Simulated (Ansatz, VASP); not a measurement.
## TiC in VASP and in Ansatz

```
Ti C
1.0
     0.00000    1.97773    1.97773
     1.97773    0.00000    1.97773
     1.97773    1.97773    0.00000
Ti C
1 1
Cartesian
  0.0000 0.0000 0.0000
  1.9777 1.9777 1.9777
```

Change from the starting cell: volume scaled by 0.8, PAW files.

Alike in both runs: task single point; functional LDA; k mesh 17 × 17 × 17; occupations fermi-dirac, width 0.08 eV; no spin polarisation.

|  | VASP | Ansatz |
| --- | --- | --- |
| version | VASP 6.6.1 | Ansatz 0.2.0 |
| potentials or method | VASP PAW LDA potentials, release 64 (Ti_sv, C) | PAW with Ansatz's default frozen-core files, scalar-relativistic |
| plane-wave cutoff (eV) | 520 | 420 |
| valence electrons in the cell | 16 | 16 |

|  | VASP | Ansatz | Ansatz less VASP |
| --- | --- | --- | --- |
| pressure (GPa) | 98.2 | 97.5 | -0.71 |

Caveats: the cell as given lies far from equilibrium; so large a pressure means that the cell lies far from this level's equilibrium, or that cutoff or potentials fall short (VASP).
